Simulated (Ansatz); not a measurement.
**HfB2 under changes of volume**

One of the cells (9.905 Å³/atom); the others are scaled copies at fixed shape and fractional positions:

```
Hf B
1.0
     3.14000    0.00000    0.00000
    -1.57000    2.71932    0.00000
     0.00000    0.00000    3.48000
Hf B
1 2
Direct
  0.00000 0.00000 0.00000
  0.66667 0.33333 0.50000
  0.33333 0.66667 0.50000
```

| Property | Result |
| --- | --- |
| Program | Ansatz 0.2.0 |
| Functional | PBEsol |
| Potentials or basis | all-electron LAPW, scalar-relativistic |
| Cutoff | 287 eV (chosen from the basis error) |
| Basis error allowed | 0.001 eV/atom |
| k mesh | 10 × 10 × 8 |
| Occupations | fermi-dirac, width 0.05 eV |
| Spin | no spin polarisation |

| volume (Å³/atom) | energy over the lowest point (meV/atom) | pressure (GPa) |
| --- | --- | --- |
| 9.311 | 16.50 | 12.9 |
| 9.509 | 4.55 | 6.6 |
| 9.707 | 0.00 | 0.9 |
| 9.905 | 2.15 | -4.3 |
| 10.103 | 10.36 | -8.9 |
| 10.301 | 24.08 | -13.2 |
| 10.499 | ? | ? |

Problem. What does the run at 10.499 Å³/atom give?

Solution. Energy over the lowest point 42.78 meV/atom; pressure -17.0 GPa.

Worked out: A Birch-Murnaghan fit of order 3 (a polynomial in V^(-2/3)) to the other rows has its minimum at 9.74 Å³/atom with B0 = V·E''(V) = 262 GPa and B' = 3.9 at fixed shape and positions, which overstates the stiffness. It gives 42.78 meV/atom at 10.499 Å³/atom, against the run's 42.78, and -dE/dV = -17.0 GPa, against -17.0.

Energies are extrapolated to zero smearing.
